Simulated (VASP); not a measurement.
# BaS (P6_3/mmc) in VASP: electric field gradients with PBE

Aim: the electric field gradients of BaS with PBE.

Everything below comes from runs of VASP 6.6.1. Logs are shortened: lines on timing, memory, paths and dates and some standing lists are left out, and cuts for length are marked.

**1. Starting point**

Symmetry: P6_3/mmc, No. 194, hexagonal system. The conventional cell has a = 5.381 Å, b = 5.381 Å, c = 6.384 Å, α = 90.00°, β = 90.00°, γ = 120.00°. Ba (site symmetry -6m2) is surrounded by 5 S at 3.11 to 3.19 Å. S (site symmetry -6m2) is surrounded by 5 Ba at 3.11 to 3.19 Å.

Measurements of this composition are mostly on another form, of space group No. 225.

**2. Electric field gradients, PBE**

INCAR reads:

```
SYSTEM = BaS
  ALGO = Normal
  EDIFF = 1E-8
  ENCUT = 520
  GGA = PE
  ISIF = 2
  ISMEAR = -1
  LASPH = .True.
  LCHARG = .False.
  LEFG = .True.
  LREAL = .False.
  LWAVE = .False.
  NBANDS = 24
  NELM = 100
  PREC = Accurate
  SIGMA = 0.03
```

KPOINTS reads:

```
k-points
0
Gamma
  8 8 5
  0 0 0
```

POSCAR reads:

```
BaS
1.0
    5.3806200338      0.0000000000      0.0000000000
   -2.6903100169      4.6597536373      0.0000000000
    0.0000000000      0.0000000000      6.3836288592
Ba S
2 2
Direct
    0.3333333333      0.6666666667     -0.0620025812
    0.6666666667      0.3333333333      0.4379974188
    0.3333333333      0.6666666667      0.4380025812
    0.6666666667      0.3333333333      0.9380025812
```

Potentials or basis: VASP PAW PBE potentials, release 64 (Ba_sv, S).

Started as:

```
$ cat potpaw_PBE.64/Ba_sv/POTCAR potpaw_PBE.64/S/POTCAR > POTCAR
$ mpirun -np 1 vasp_std > vasp.out
```

OUTCAR:

```text
SYSTEM = BaS
   EDIFF = 1E-8
   ENCUT = 520
   GGA = PE
   ISIF = 2
   ISMEAR = -1
   LASPH = .True.
   LREAL = .False.
   NELM = 100
   PREC = Accurate

 ion  position               nearest neighbor table
   1  0.333  0.667  0.938-   4 3.11   4 3.11   4 3.11   3 3.19   3 3.19   2 4.45   2 4.45   2 4.45
                             2 4.45   2 4.45   2 4.45
   2  0.667  0.333  0.438-   3 3.11   3 3.11   3 3.11   4 3.19   4 3.19   1 4.45   1 4.45   1 4.45
                             1 4.45   1 4.45   1 4.45
   3  0.333  0.667  0.438-   2 3.11   2 3.11   2 3.11   1 3.19   1 3.19
   4  0.667  0.333  0.938-   1 3.11   1 3.11   1 3.11   2 3.19   2 3.19

  LATTYP: Found a hexagonal cell.
 ALAT       =     5.3806200338
 C/A-ratio  =     1.1864113837

  Lattice vectors:

 A1 = (   5.3806200338,   0.0000000000,   0.0000000000)
 A2 = (  -2.6903100169,   4.6597536373,   0.0000000000)
 A3 = (   0.0000000000,   0.0000000000,   6.3836288592)

Analysis of symmetry for initial positions (statically):
=====================================================================
 Subroutine PRICEL returns:
 Original cell was already a primitive cell.

 Routine SETGRP: Setting up the symmetry group for a
 hexagonal supercell.

 Subroutine GETGRP returns: Found 12 space group operations
 (whereof  6 operations were pure point group operations)
 out of a pool of 24 trial point group operations.

The static configuration has the point symmetry C_3v.
 The point group associated with its full space group is C_6v.

Analysis of symmetry for dynamics (positions and initial velocities):
=====================================================================
 Subroutine PRICEL returns:
 Original cell was already a primitive cell.

 Routine SETGRP: Setting up the symmetry group for a
 hexagonal supercell.

 Subroutine GETGRP returns: Found 12 space group operations
 (whereof  6 operations were pure point group operations)
 out of a pool of 24 trial point group operations.

The dynamic configuration has the point symmetry C_3v.
 The point group associated with its full space group is C_6v.

 Subroutine INISYM returns: Found 12 space group operations
 (whereof  6 operations are pure point group operations),
 and found     1 'primitive' translations

----------------------------------------------------------------------------------------

                                     Primitive cell

  volume of cell :     160.0527

  direct lattice vectors                    reciprocal lattice vectors
     5.380620034  0.000000000  0.000000000     0.185852187  0.107301810  0.000000000
    -2.690310017  4.659753637  0.000000000     0.000000000  0.214603620  0.000000000
     0.000000000  0.000000000  6.383628859     0.000000000  0.000000000  0.156650711

  length of vectors
     5.380620034  5.380620034  6.383628859     0.214603620  0.214603620  0.156650711

  position of ions in fractional coordinates (direct lattice)
     0.333333333  0.666666667  0.937997419
     0.666666667  0.333333333  0.437997419
     0.333333333  0.666666667  0.438002581
     0.666666667  0.333333333  0.938002581

  ion indices of the primitive-cell ions
   primitive index   ion index
                 1           1
                 2           2
                 3           3
                 4           4

----------------------------------------------------------------------------------------

 KPOINTS: k-points

Automatic generation of k-mesh.
 Grid dimensions read from file:
 generate k-points for:    8    8    5

 Generating k-lattice:

  Cartesian coordinates                     Fractional coordinates (reciprocal lattice)
     0.023231523  0.013412726  0.000000000     0.125000000  0.000000000  0.000000000
     0.000000000  0.026825453  0.000000000     0.000000000  0.125000000  0.000000000
     0.000000000  0.000000000  0.031330142     0.000000000  0.000000000  0.200000000

  Length of vectors
     0.026825453  0.026825453  0.031330142

  Shift w.r.t. Gamma in fractional coordinates (k-lattice)
     0.000000000  0.000000000  0.000000000

 Subroutine IBZKPT returns following result:
 ===========================================

 Found     30 irreducible k-points:

 Following reciprocal coordinates:
            Coordinates               Weight
  0.000000  0.000000  0.000000      1.000000
  0.125000  0.000000  0.000000      6.000000
  0.250000  0.000000  0.000000      6.000000
  0.375000  0.000000  0.000000      6.000000
  0.500000  0.000000  0.000000      3.000000
  0.125000  0.125000  0.000000      6.000000
[... 16 lines left out ...]
  0.250000  0.000000  0.400000     12.000000
  0.375000  0.000000  0.400000     12.000000
 [... further k-points ...]
   k-points           NKPTS =     30   k-points in BZ     NKDIM =     30   number of bands    NBANDS=     24
   number of dos      NEDOS =    301   number of ions     NIONS =      4
   total plane-waves  NPLWV =  76800
   dimension x,y,z NGX =    40 NGY =   40 NGZ =   48
   dimension x,y,z NGXF=    80 NGYF=   80 NGZF=   96
   ions per type =               2   2
   NGX,Y,Z   is equivalent  to a cutoff of  12.36, 12.36, 12.50 a.u.
   NGXF,Y,Z  is equivalent  to a cutoff of  24.72, 24.72, 25.00 a.u.
 SYSTEM =  BaS
   PREC   = accura    normal or accurate (medium, high low for compatibility)
   ISTART =      0    job   : 0-new  1-cont  2-samecut
   ICHARG =      2    charge: 1-file 2-atom 10-const
   ISPIN  =      1    spin polarized calculation?
   LNONCOLLINEAR =      F non collinear calculations
   LSORBIT =      F    spin-orbit coupling
   LASPH  =      T    aspherical Exc in radial PAW
   ENCUT  =  520.0 eV  38.22 Ry    6.18 a.u.  10.00 10.00 11.87*2*pi/ulx,y,z
   NELM   =    100;   NELMIN=  2; NELMDL= -5     # of ELM steps
   EDIFF  = 0.1E-07   stopping-criterion for ELM
   LREAL  =      F    real-space projection
   EDIFFG = 0.1E-06   stopping-criterion for IOM
   NSW    =      0    number of steps for IOM
   IBRION =     -1    ionic relax: 0-MD 1-quasi-New 2-CG
   NFREE  =      0    steps in history (QN), initial steepest desc. (CG)
   ISIF   =      2    stress and relaxation
   ISYM   =      2    0-nonsym 1-usesym 2-fastsym
   POTIM  = 0.5000    time-step for ionic-motion
   TEBEG  =    0.0;   TEEND  =   0.0 temperature during run
   PSTRESS=    0.0 pullay stress
   NELECT =      32.0000    total number of electrons
   NUPDOWN=      -1.0000    fix difference up-down
   EMIN   =  10.00;   EMAX   =-10.00  energy-range for DOS
   EFERMI =   0.00;   METHOD = LEGACY
   ISMEAR =    -1;   SIGMA  =   0.03  broadening in eV -4-tet -1-fermi 0-gaus
   EFERMI_NEDOS =   21; number of points for ismear=-14 and -15
   IALGO  =     38    algorithm
   IMIX   =      4    mixing-type and parameters
     AMIX     =   0.40;   BMIX     =  1.00
     AMIX_MAG =   1.60;   BMIX_MAG =  1.00
  volume/ion in A,a.u.               =      40.01       270.02
  Fermi-wavevector in a.u.,A,eV,Ry     =   0.957276  1.808989 12.468072  0.916377
  Thomas-Fermi vector in A             =   2.086279
   LORBIT       =      0    0 simple, 1 ext, 2 COOP (PROOUT), +10 PAW based schemes
   GGA     = PE    functional components
   LHFCALC =     F    Hartree Fock is set to
   AEXX    =    0.0000 exact exchange contribution
   IVDW    =     0    specifies the selected vdW correction
   LEPSILON=     F    determine dielectric tensor
   LRPA    =     F    only Hartree local field effects (RPA)
 non-spin polarized calculation
  energy-cutoff  :      520.00
  volume of cell :      160.05
 maximum number of plane-waves:      4337
   NGX = 21   NGY = 21   NGZ = 23

 number of electron      31.9999998 magnetization

 Free energy of the ion-electron system (eV)
  ---------------------------------------------------
  ext. energy  EPLUGINS =         0.00000000
  ---------------------------------------------------
  free energy    TOTEN  =       -19.98609500 eV

  energy without entropy =      -19.98609500  energy(sigma->0) =      -19.98609500

 E-fermi :   1.0642     XC(G=0):  -7.5281

 val. band max:        0.4646064145   @ k =   0.0000   0.0000   0.0000
 cond. band min:       2.9832697031   @ k =   0.3750   0.2500   0.0000
 fundamental gap:      2.5186632886
 Fermi energy:         1.0642023395

 k-point     1 :       0.0000    0.0000    0.0000
  band No.  band energies     occupation
      1     -25.8044      2.00000
      2     -25.7530      2.00000
      3     -11.2718      2.00000
      4     -11.1185      2.00000
      5     -11.1185      2.00000
      6     -10.9633      2.00000
[... 16 lines left out ...]
     23       6.3395      0.00000
     24       6.9830      0.00000

 k-point     2 :       0.1250    0.0000    0.0000
  band No.  band energies     occupation
      1     -25.8021      2.00000
      2     -25.7541      2.00000
      3     -11.2571      2.00000
      4     -11.2006      2.00000
      5     -11.1275      2.00000
      6     -11.0672      2.00000
[... 16 lines left out ...]
     23       6.3716      0.00000
     24       6.5403      0.00000

 k-point     3 :       0.2500    0.0000    0.0000
  band No.  band energies     occupation
      1     -25.7958      2.00000
      2     -25.7575      2.00000
      3     -11.3645      2.00000
      4     -11.2617      2.00000
      5     -11.2162      2.00000
      6     -11.1481      2.00000
[... 16 lines left out ...]
     23       6.2299      0.00000
     24       6.6861      0.00000
[... 514 lines left out ...]
 k-point    23 :       0.2500    0.0000    0.4000
  band No.  band energies     occupation
      1     -25.7822      2.00000
      2     -25.7704      2.00000
      3     -11.6159      2.00000
      4     -11.5692      2.00000
      5     -11.0843      2.00000
      6     -11.0269      2.00000
[... 16 lines left out ...]
     23       6.2760      0.00000
     24       6.5443      0.00000

 k-point    24 :       0.3750    0.0000    0.4000
  band No.  band energies     occupation
      1     -25.7787      2.00000
      2     -25.7709      2.00000
      3     -11.7324      2.00000
      4     -11.7023      2.00000
      5     -11.0976      2.00000
      6     -11.0345      2.00000
[... 16 lines left out ...]
     23       6.4330      0.00000
     24       6.4939      0.00000

 [... further k-points ...]
[... 5 lines left out ...]
  --------------------------------------------------------------------------------------
  -------------------------------------------------------------------------------------
  Total        0.4340490      0.4340490      0.5203970      0.0000000     -0.0000000     -0.0000000
  in kB        4.3449665      4.3449665      5.2093375      0.0000000     -0.0000000     -0.0000000
  external PRESSURE =       4.6330902 kB  Pullay stress =       0.0000000 kB

 VOLUME and BASIS-vectors are now :
 -----------------------------------------------------------------------------
  energy-cutoff  :      520.00
  volume of cell :      160.05
      direct lattice vectors                 reciprocal lattice vectors
     5.380620034  0.000000000  0.000000000     0.185852187  0.107301810  0.000000000
    -2.690310017  4.659753637  0.000000000     0.000000000  0.214603620  0.000000000
     0.000000000  0.000000000  6.383628859     0.000000000  0.000000000  0.156650711

 POSITION                                       TOTAL-FORCE (eV/Angst)
 -----------------------------------------------------------------------------------
     -0.00000      3.10650      5.98783         0.000000     -0.000000      0.000085
      2.69031      1.55325      2.79601        -0.000000      0.000000      0.000085
     -0.00000      3.10650      2.79605        -0.000000     -0.000000     -0.000085
      2.69031      1.55325      5.98786         0.000000      0.000000     -0.000085
 -----------------------------------------------------------------------------------
    total drift:                               -0.000000      0.000000      0.000007

  FREE ENERGIE OF THE ION-ELECTRON SYSTEM (eV)
  ---------------------------------------------------
  free  energy   TOTEN  =       -19.9860950043 eV

  energy  without entropy=      -19.9860950043  energy(sigma->0) =      -19.98609500

 Electric field gradients (V/A^2)
---------------------------------------------------------------------
 ion       V_xx      V_yy      V_zz      V_xy      V_xz      V_yz
---------------------------------------------------------------------
   1      20.853    20.853   -41.707    -0.000    -0.000     0.000
   2      20.853    20.853   -41.707    -0.000     0.000    -0.000
   3       1.567     1.567    -3.135    -0.000     0.000    -0.000
   4       1.567     1.567    -3.135    -0.000    -0.000     0.000
---------------------------------------------------------------------

 Electric field gradients after diagonalization (V/A^2)
 (convention: |V_zz| > |V_xx| > |V_yy|)
----------------------------------------------------------------------
 ion       V_xx      V_yy      V_zz     asymmetry (V_yy - V_xx)/ V_zz
----------------------------------------------------------------------
   1      20.854    20.853   -41.707       0.000
   2      20.854    20.853   -41.707       0.000
   3       1.568     1.567    -3.135       0.000
   4       1.568     1.567    -3.135       0.000
----------------------------------------------------------------------

           NMR quadrupolar parameters

 Cq : quadrupolar parameter    Cq=e*Q*V_zz/h
 eta: asymmetry parameters     (V_yy - V_xx)/ V_zz
 Q  : nuclear electric quadrupole moment in mb (millibarn)
----------------------------------------------------------------------
 ion       Cq(MHz)       eta       Q (mb)
----------------------------------------------------------------------
   1      -0.101       0.000       1.000
   2      -0.101       0.000       1.000
   3      -0.008       0.000       1.000
   4      -0.008       0.000       1.000
----------------------------------------------------------------------
```

Wall time 1.8 min (1 thread of Intel Xeon Platinum 8488C (Sapphire Rapids), shared host); peak memory 0.31 GiB.

What came out:

- Free energy: -19.9861 eV
- Pressure: 0.5 GPa
- Band gap on the k mesh: 2.52 eV, indirect (least direct gap 2.69 eV)

Stress tensor (GPa, compression positive):
```
0.43 0.00 0.00
0.00 0.43 0.00
0.00 0.00 0.52
```

Electric field gradients, principal values (V/Å²):
```tsv
atom	Vxx	Vyy	Vzz
1 Ba	20.853	20.854	-41.707
2 Ba	20.853	20.854	-41.707
3 S	1.567	1.568	-3.135
4 S	1.567	1.568	-3.135
```

Caveat: spin-orbit coupling is left out, which moves the levels of the heavy elements; an odd mesh through Γ misses points on the zone boundary, where band edges often lie.
